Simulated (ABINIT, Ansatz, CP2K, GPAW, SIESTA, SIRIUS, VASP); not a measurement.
**CsPbBr3: 7 runs at one level of theory**

```
Pb Cs Br
1.0
     5.87000    0.00000    0.00000
     0.00000    5.87000    0.00000
     0.00000    0.00000    5.87000
Pb Cs Br
1 1 3
Direct
  0.50000 0.50000 0.50000
  0.00000 0.00000 0.00000
  0.50000 0.50000 0.00000
  0.50000 0.00000 0.50000
  0.00000 0.50000 0.50000
```

Measurements of this composition are mostly on another form, of space group No. 62.

Alike in all runs: task single point; functional PBEsol; k mesh 5 × 5 × 5; occupations fermi-dirac, width 0.05 eV; no spin polarisation; no spin-orbit coupling. Pressure is positive in compression and, in plane waves, holds the error of the finite cutoff.

```json
{"program and potentials": "Ansatz, all-electron LAPW, scalar-relativistic", "plane-wave cutoff (eV)": "-", "notes": "-", "pressure (GPa)": "-0.03"}
{"program and potentials": "GPAW, PAW data sets generated for this functional", "plane-wave cutoff (eV)": "600", "notes": "8.8 valence electrons an atom on average", "pressure (GPa)": "-0.08"}
{"program and potentials": "SIRIUS, PseudoDojo 0.4.1 PBEsol standard (scalar relativistic)", "plane-wave cutoff (eV)": "765", "notes": "8.8 valence electrons an atom on average", "pressure (GPa)": "-0.02"}
{"program and potentials": "SIESTA, files PseudoDojo sr-pbesol-0.4.1-standard, DZP (energy shift 0.003 Ry; two zetas on semicore shells; d shell added on Cs)", "plane-wave cutoff (eV)": "-", "notes": "atomic basis; 8.8 valence electrons an atom on average", "pressure (GPa)": "0.25"}
{"program and potentials": "CP2K, POTENTIAL_UZH Pb GTH-PBE-q4, Cs GTH-PBE-q9, Br GTH-PBE-q7; TZVP-MOLOPT-PBE-GTH basis", "plane-wave cutoff (eV)": "-", "notes": "atomic basis; potentials made for PBE; 6.8 valence electrons an atom on average", "pressure (GPa)": "0.76"}
{"program and potentials": "ABINIT, PseudoDojo NC SR PBEsol v0.4.1 standard", "plane-wave cutoff (eV)": "762", "notes": "8.8 valence electrons an atom on average", "pressure (GPa)": "-0.02"}
{"program and potentials": "VASP, PBE PAW files Br, Cs_sv, Pb_d, 520 eV", "plane-wave cutoff (eV)": "520", "notes": "potentials made for PBE; 8.8 valence electrons an atom on average", "pressure (GPa)": "-0.04"}
```

The pressure spans -0.08 (GPAW, PAW data sets generated for this functional) to 0.76 GPa (CP2K, POTENTIAL_UZH Pb GTH-PBE-q4, Cs GTH-PBE-q9, Br GTH-PBE-q7; TZVP-MOLOPT-PBE-GTH basis), with all-electron results at -0.03. Rows in atomic bases carry the error of their basis and grid, which can be large.

Differences between rows come from potentials, basis sets and numerical settings, since the functional is the same but for its coding. Runs on potential files found faulty are left out.
